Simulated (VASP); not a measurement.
Here is a VASP 6.6.1 calculation.

The input INCAR:

```
PREC = Accurate
ENCUT = 600
EDIFF = 1E-6
ISMEAR = 0
SIGMA = 0.05
LREAL = F
LASPH = T
NELM = 100
ALGO = Normal
ISIF = 3
LWAVE = F
LCHARG = F
GGA = PE
IBRION = 2
NSW = 80
EDIFFG = -0.03
```

File KPOINTS:

```
Automatic mesh
0
Gamma
  6 6 4
```

The input POSCAR:

```
Bi
1.0
    3.6848437729      0.0000000000      0.0000000000
   -1.8424218865      3.1911683163      0.0000000000
    0.0000000000      0.0000000000      6.0185781624
Bi
2
Direct
    0.3333333333      0.6666666667      0.7500000000
    0.6666666667      0.3333333333      0.2500000000
```

Potentials or basis: VASP PAW PBE potentials, release 64 (Bi_d).

Launch:

```console
$ cat potpaw_PBE.64/Bi_d/POTCAR > POTCAR
$ mpirun -np 1 vasp_std > vasp.out
```

**Question.** Predict the relaxed volume.

**Answer.** 31.33 Å³/atom.

**Question.** What does it give for the band gap on the k mesh?

**Answer.** None (metal or under the smearing width).

Step by step:
```csv
step,energy change (eV),largest force (eV/Å),pressure (GPa),volume (Å³)
1,0.0000,0.0000,-4.97,70.77
2,-0.1251,0.0000,2.52,60.10
3,-0.1431,0.0000,0.07,62.62
4,-0.1453,0.0000,0.00,62.65
```

Caveat: spin-orbit coupling is left out, which moves the levels of the heavy elements.
